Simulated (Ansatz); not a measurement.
**Ti4Se: from a guess to a relaxed structure**

The task: take a trial cell of Ti4Se to zero force and stress.

Program: Ansatz 0.2.0. Level of theory: DFT PBE, scalar-relativistic, plane waves, PAW. These are calculated values, not measurements.

## (1) The structure to begin with

The structure is cubic, space group Pm-3m (No. 221). Conventional cell: a = 4.513 Å, b = 4.513 Å, c = 4.513 Å, α = 90.00°, β = 90.00°, γ = 90.00°. Ti (site symmetry 4/mmm) has 2 Se at 2.26 Å as nearest neighbours. Around Ti (site symmetry m-3m) lie 12 Ti at 3.19 Å. Around Se (site symmetry m-3m) lie 6 Ti at 2.26 Å.

Structure file:

```
Ti Se
1.0
     4.51295    0.00000    0.00000
     0.00000    4.51295    0.00000
     0.00000    0.00000    4.51295
Ti Se
4 1
Cartesian
  2.2565 0.0000 0.0000
  0.0000 2.2565 0.0000
  0.0000 0.0000 2.2565
  2.2565 2.2565 2.2565
  0.0000 0.0000 0.0000
```

A structure generator made this guess: random cell by space group and Wyckoff sites (Pm-3m, No. 221). Lengths come from tabulated atomic sizes and are only a guess.

## (2) A first look at the guess

input.yaml reads:

```yaml
crystal:
  lattice:
    - [4.51295109, 0.0, 0.0]
    - [0.0, 4.51295109, 0.0]
    - [0.0, 0.0, 4.51295109]
  atoms:
    - { symbol: Ti, position: [0.5, 0.0, 0.0], spin: -1.0 }
    - { symbol: Ti, position: [0.0, 0.5, 0.0], spin: 1.0 }
    - { symbol: Ti, position: [0.0, 0.0, 0.5], spin: -1.0 }
    - { symbol: Ti, position: [0.5, 0.5, 0.5], spin: 1.0 }
    - { symbol: Se, position: [0.0, 0.0, 0.0] }
basis:
  ecutwfc: 420
kpoints:
  mp_grid: { grid: [4, 4, 4] }
hamiltonian:
  xc: pbe
scf:
  occupations: { method: gaussian, width: 0.1 }
  lower_state_search: "off"
output:
  forces: true
  stress: true
  eigenvalues: true
  populations: true
magnetization:
  spin_polarized: true
```

Started as:

```bash
ansatz run input.yaml --threads 1 --pin off --max-ram 2560MiB --backend cpu --events-out ev --progress --plain --runs-dir out
```

The log of the run (excerpt; [...] marks lines left out):

```text
Warning: RAYON_NUM_THREADS=1 ignored (pool sized by the plan → 1); use --threads N
[...]
Pseudopotentials: kind: paw
Pseudopotential: Ti, paw, valence charge 12, recommended cutoff 420 eV (normal), Ti.paw.azcp
Pseudopotential: Se, paw, valence charge 16, recommended cutoff 420 eV (normal), Se.paw.azcp
Functional definition: PBE
[...]
Crystal: 5 atoms, lattice volume = 91.914 Å³
Basis set: ecut = 420 eV, 1791 PW (Γ), exchange–correlation on 64×64×64 points (8 copies of the dense FFT grid, shifted against one another)
Bands: 41, of which v1, the nominal top of the filled ones, is band 32 counted from 1 (31 counted from 0)
Symmetry: 16 space group operations
Space group: P4/mmm (ITA 123), of the structure as read, at distance tolerance 4.5e-5 Å
Magnetic group: BNS 123.339 (UNI 999), of the structure as read, at distance tolerance 4.5e-5 Å
k-points: 18 of 64
[...]
Starting moments: Σ|m| = 4 μB on 4 of 5 sites
Starting magnetic order: compensated ferrimagnet; no operation exchanges its spin sublattices
[...]
SCF iter   1: F=—  HF=-15467.328612 eV  |F-HF|=—  |Δ(HF+E_count)|=         —  Δρ=4.05e-2 (↑3.94e-2 ↓4.05e-2)  dr2=2.16e0  dr2_m=1.02e0  M=0.408 μB ∫|m|=1.982 μB  β_m=0.30  ethr=3.10e-3  ⟨swp⟩=4.5  Hψ=5444  notcnv=0
[...]
spin=Collinear: Kerker preconditioning applied to the charge; magnetization (m = ρ↑ − ρ↓) channel mixes plain (no charge-response kernel on spin).
[...]
SCF converged after 26 iterations
Magnetization: 0.1607 μB (32.0804 up, 31.9196 down)
Absolute magnetization: 0.1912 μB (∫|ρ↑−ρ↓|, with the PAW one-centre terms)
Spin contamination: 0.0017 ħ² per cell (⟨S²⟩ above its minimum at these occupations)
Per-site moments (μB) at R_I (Å): [(0.002692190212770789, 0.9307961623125), (0.002702796939436081, 0.9307961623125), (0.002692190212770636, 0.9307961623125), (0.11931457911864893, 1.3163445565471663), (-3.569442164372139e-5, 0.9307961623125)]
Free energy (F): -15467.028738 eV
[...]
E sigma→0 (E₀):  -15467.014720 eV
Entropy (-TS):   -0.028035 eV (-5.607 meV/atom)
Fermi energy:    12.463704 eV
[...]
--- Forces (eV/Å), atoms counted from 1 ---
  atom   1  Ti    -0.00000000     0.00000000     0.00000000
  atom   2  Ti    -0.00000000     0.00000000     0.00000000
  atom   3  Ti     0.00000000     0.00000000     0.00000000
  atom   4  Ti     0.00000000     0.00000000    -0.00000000
  atom   5  Se     0.00000000     0.00000000     0.00000000
[...]
--- Stress (GPa, compression-positive) ---
       11.209792       0.000000       0.000000
        0.000000      11.209748       0.000000
        0.000000       0.000000      11.209792
  P = ⅓ Tr σ = 11.2098 GPa (112.098 kbar)
--- Band table (eV; the first three rows and the last of 36) ---
[...]
--- Löwdin populations: 5 sites ---
  site symbol       q [e]    m [muB]
     0     Ti     11.8376     0.0053
     1     Ti     11.8376     0.0053
     2     Ti     11.8376     0.0053
     3     Ti     11.6398     0.1422
     4     Se     15.8996    -0.0008
  spilling = 0.014810 (of n_electrons = 64.000000)
```

It took 26 s on 1 thread of Arm Neoverse V2, shared host; peak memory 0.42 GiB.

Site by site:

```tsv
atom	moment in the atom's sphere (μB)	Löwdin electrons
Ti1	0.00	11.84
Ti2	0.00	11.84
Ti3	0.00	11.84
Ti4	0.12	11.64
Se5	0.00	15.90
```

The Löwdin counts miss 0.95 of the 64 electrons, which the atomic orbitals do not span, so they are no charges.

The probe gives pressure 11.2 GPa, largest force 0.00 eV/Å, gap on this mesh none (metal). A guess like this is first relaxed loosely on the coarse mesh.

## (3) Coarse relaxation

Edit input.yaml of step 2 so:

```diff
@@ -27 +27,6 @@
   spin_polarized: true
+relax:
+  adjacent_minimum: "off"
+  f_tol: 0.04
+  max_steps: 70
+  cell: { stress_tol: 0.4 }
```

Started as:

```bash
ansatz run input.yaml --threads 1 --pin off --max-ram 2560MiB --backend cpu --events-out ev --progress --plain --runs-dir out
```

The log of the run (excerpt; [...] marks lines left out):

```text
Warning: RAYON_NUM_THREADS=1 ignored (pool sized by the plan → 1); use --threads N
[...]
[... 4 set-up lines as earlier in the session ...]
[...]
Crystal: 5 atoms, lattice volume = 91.914 Å³
Basis set: ecut = 420 eV, 1791 PW (Γ), exchange–correlation on 64×64×64 points (8 copies of the dense FFT grid, shifted against one another)
Bands: 41, of which v1, the nominal top of the filled ones, is band 32 counted from 1 (31 counted from 0)
[... 2 set-up lines as earlier in the session ...]
Magnetic group: BNS 123.339 (UNI 999), of the structure as read, at distance tolerance 4.5e-5 Å
k-points: 18 of 64
[...]
Starting moments: Σ|m| = 4 μB on 4 of 5 sites
[...]
--- Relaxed structure (2 steps of the walk, 2 accepted, 1 SCFs on fresh bases) ---
  F+E_penalty+E_count = -15467.30821641 eV   max|allowed force component| = 5.735e-29 eV/Å   (the final SCF, on the basis selected at the relaxed cell)
  cell:  # Å, volume = 100.8066 Å³
    - [4.654035643720864, 0.0, 0.0]
    - [0.0, 4.654035248925862, 0.0]
    - [0.0, 0.0, 4.654035643720864]
  atoms:
    - { symbol: Ti, position: [0.49999999999999994, 0.0, 1.3656199012870657e-34] }
    - { symbol: Ti, position: [2.3556943297201882e-33, 0.5, 1.3656199012870657e-34] }
    - { symbol: Ti, position: [-7.169504481757095e-34, 0.0, 0.49999999999999994] }
    - { symbol: Ti, position: [0.49999999999999994, 0.5, 0.49999999999999994] }
    - { symbol: Se, position: [-5.462479605148263e-34, 0.0, -2.048429851930598e-34] }
--- Löwdin populations: 5 sites ---
  site symbol       q [e]    m [muB]
     0     Ti     11.7921    -0.0005
     1     Ti     11.7921    -0.0005
     2     Ti     11.7921    -0.0005
     3     Ti     11.6399     0.4178
     4     Se     16.0027    -0.0010
  spilling = 0.015331 (of n_electrons = 64.000000)
```

It took 65 s on 1 thread of Arm Neoverse V2, shared host; peak memory 0.46 GiB.

Step by step:

```csv
step,energy from step 1 (eV/cell),largest force component (eV/Å),pressure (GPa),volume (Å³)
1,0.0000,0.0000,11.21,91.91
2,-0.2784,0.0000,-0.26,100.81
3,-0.2795,0.0000,-0.24,100.81
```

Step 1 is the start. Step 3 repeats the geometry before it on a plane-wave basis chosen anew for that cell, so its energy need not be comparable with the rows above.

|  | before | after | change |
| --- | --- | --- | --- |
| a (Å) | 4.513 | 4.654 | +3.1 % |
| b (Å) | 4.513 | 4.654 | +3.1 % |
| c (Å) | 4.513 | 4.654 | +3.1 % |
| volume (Å³/atom) | 18.38 | 20.16 | +9.7 % |
| shortest distance (Å) | 2.256 | 2.327 | +3.1 % |
| space group (0.01 Å) | Pm-3m | Pm-3m | same |

Per atom:

```tsv
atom	moment in the atom's sphere (μB)	Löwdin electrons
Ti1	0.00	11.79
Ti2	0.00	11.79
Ti3	0.00	11.79
Ti4	0.36	11.64
Se5	0.00	16.00
```

The Löwdin counts miss 0.98 of the 64 electrons, which the atomic orbitals do not span, so they are no charges.

## (4) Final relaxation

The end of the coarse run is made exact in the group found at a tolerance of 0.06 Å and reduced to its primitive cell.

input.yaml reads:

```yaml
crystal:
  lattice:
    - [4.6540355121, 0.0, 0.0]
    - [0.0, 4.6540355121, 0.0]
    - [0.0, 0.0, 4.6540355121]
  atoms:
    - { symbol: Ti, position: [0.5, 0.0, 0.0] }
    - { symbol: Ti, position: [0.0, 0.5, 0.0] }
    - { symbol: Ti, position: [0.0, 0.0, 0.5] }
    - { symbol: Ti, position: [0.5, 0.5, 0.5], spin: 0.39 }
    - { symbol: Se, position: [0.0, 0.0, 0.0] }
basis:
  ecutwfc: 420
kpoints:
  mp_grid: { grid: [8, 8, 8] }
hamiltonian:
  xc: pbe
scf:
  occupations: { method: gaussian, width: 0.1 }
output:
  forces: true
  stress: true
  eigenvalues: true
  populations: true
magnetization:
  spin_polarized: true
relax:
  adjacent_minimum: "off"
  f_tol: 0.01
  max_steps: 80
  cell: { stress_tol: 0.05 }
```

Started as:

```bash
ansatz run input.yaml --threads 1 --pin off --max-ram 2560MiB --backend cpu --events-out ev --progress --plain --runs-dir out
```

The log of the run (excerpt; [...] marks lines left out):

```text
Warning: RAYON_NUM_THREADS=1 ignored (pool sized by the plan → 1); use --threads N
[...]
[... 4 set-up lines as earlier in the session ...]
[...]
Crystal: 5 atoms, lattice volume = 100.807 Å³
Basis set: ecut = 420 eV, 1935 PW (Γ), exchange–correlation on 64×64×64 points (8 copies of the dense FFT grid, shifted against one another)
Bands: 39, of which v1, the nominal top of the filled ones, is band 32 counted from 1 (31 counted from 0)
Symmetry: 48 space group operations
Space group: Pm-3m (ITA 221), of the structure as read, at distance tolerance 4.7e-5 Å
Magnetic group: BNS 221.92 (UNI 1594), of the structure as read, at distance tolerance 4.7e-5 Å
k-points: 35 of 512
[...]
Starting moments: Σ|m| = 0.39 μB on 1 of 5 sites
[...]
WARN: the starting moments were not kept: the SCF closed with an absolute magnetisation of 8.9e-6 μB, where they sum to 0.39 μB in size (1 site). That is at most 0.1 of that sum. Measured as dr2_m measures the in/out step, that magnetisation stands 1.2e-11 eV from none, at or under the [...]
--- Band table (eV; the first three rows and the last of 70) ---
[...]
--- Relaxed structure (2 steps of the walk, 2 accepted, 1 SCFs on fresh bases) ---
  F+E_penalty+E_count = -15467.32225404 eV   max|allowed force component| = 9.164e-30 eV/Å   (the final SCF, on the basis selected at the relaxed cell)
  cell:  # Å, volume = 100.4833 Å³
    - [4.649055059504839, -6.419766481290785e-35, 1.6049416203226962e-35]
    - [-9.62964972193618e-35, 4.649055059504839, 8.024708101613481e-36]
    - [1.6049416203226962e-35, 8.024708101613481e-36, 4.649055059504839]
  atoms:
    - { symbol: Ti, position: [0.5, 7.408875057887464e-38, 1.6164818308118456e-38] }
    - { symbol: Ti, position: [8.621236430996332e-38, 0.5, -2.4247227462177183e-38] }
    - { symbol: Ti, position: [1.939778196974188e-37, 7.408875057887531e-38, 0.5] }
    - { symbol: Ti, position: [0.5, 0.5, 0.5] }
    - { symbol: Se, position: [-2.1553091077490947e-38, 2.0206022885147767e-38, 2.694136384686369e-39] }
--- Löwdin populations: 5 sites ---
  site symbol       q [e]    m [muB]
     0     Ti     11.7943    -0.0000
     1     Ti     11.7943    -0.0000
     2     Ti     11.7943    -0.0000
     3     Ti     11.6434     0.0000
     4     Se     15.9992     0.0000
  spilling = 0.015225 (of n_electrons = 64.000000)
```

Run time: 68 s. Hardware: 1 thread of Arm Neoverse V2, shared host; peak memory 0.53 GiB.

The steps of the relaxation:

| step | energy from step 1 (eV/cell) | largest force component (eV/Å) | pressure (GPa) | volume (Å³) |
| --- | --- | --- | --- | --- |
| 1 | 0.0000 | 0.0000 | -0.31 | 100.81 |
| 2 | -0.0003 | 0.0000 | 0.02 | 100.48 |
| 3 | -0.0003 | 0.0000 | 0.02 | 100.48 |

Step 1 is the start. Step 3 repeats the geometry before it on a plane-wave basis chosen anew for that cell, so its energy need not be comparable with the rows above.

|  | before | after | change |
| --- | --- | --- | --- |
| a (Å) | 4.654 | 4.649 | -0.1 % |
| b (Å) | 4.654 | 4.649 | -0.1 % |
| c (Å) | 4.654 | 4.649 | -0.1 % |
| volume (Å³/atom) | 20.16 | 20.10 | -0.3 % |
| shortest distance (Å) | 2.327 | 2.325 | -0.1 % |
| space group (0.01 Å) | Pm-3m | Pm-3m | same |

Forces and stress were held to the start's 48 operations: a distortion of lower symmetry was not tested.

Site by site:

```tsv
atom	Löwdin electrons
Ti1	11.79
Ti2	11.79
Ti3	11.79
Ti4	11.64
Se5	16.00
```

The Löwdin counts miss 0.97 of the 64 electrons, which the atomic orbitals do not span, so they are no charges.

## (5) What came out

| quantity | value |
| --- | --- |
| symmetry at the end (tolerance 0.05 Å) | space group Pm-3m (No. 221) |
| conventional cell | a = 4.649 Å, b = 4.649 Å, c = 4.649 Å, α = 90.00°, β = 90.00°, γ = 90.00° |
| volume | 20.10 Å³/atom |
| energy over the elements | +0.09 eV/atom |
| gap on the mesh | none (metal) |

**Reading.** The space group Pm-3m (No. 221) is kept, and the volume per atom grows by 9.3 % from the first guess. With a positive formation energy it can't be a ground state. No finished test with a distortion of lower symmetry is shown, so the end may be a saddle point. Other magnetic orders were not searched.
